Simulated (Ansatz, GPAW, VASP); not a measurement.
# One calculation of ZnS, 4 ways

```
Zn S
1.0
     0.00000    2.70200    2.70200
     2.70200    0.00000    2.70200
     2.70200    2.70200    0.00000
Zn S
1 1
Direct
  0.75000 0.75000 0.75000
  0.00000 0.00000 0.00000
```

Alike in all runs: task single point; functional PBEsol; k mesh 9 × 9 × 9; occupations gaussian, width 0.1 eV; no spin polarisation; no spin-orbit coupling. Pressure is positive in compression and, in plane waves, holds the error of the finite cutoff, which Ansatz's Pulay term estimates and takes out.

| program and potentials | plane-wave cutoff (eV) | notes | pressure (GPa) |
| --- | --- | --- | --- |
| Ansatz, Ansatz PAW | 420 | potentials made for PBE, which Ansatz adapts in part; Pulay term of +0.06 GPa included | -1.97 |
| VASP, PBE PAW files S, Zn, 520 eV | 520 | potentials made for PBE | -1.79 |
| Ansatz, all-electron LAPW, scalar-relativistic | - | - | -1.97 |
| GPAW, PAW data sets generated for this functional | 600 | - | ? |

Q: Estimate from the other rows what the run with GPAW, PAW data sets generated for this functional gave.

A: Pressure -1.99 GPa. The other rows, which needn't bracket it: pressure -1.97 to -1.79.
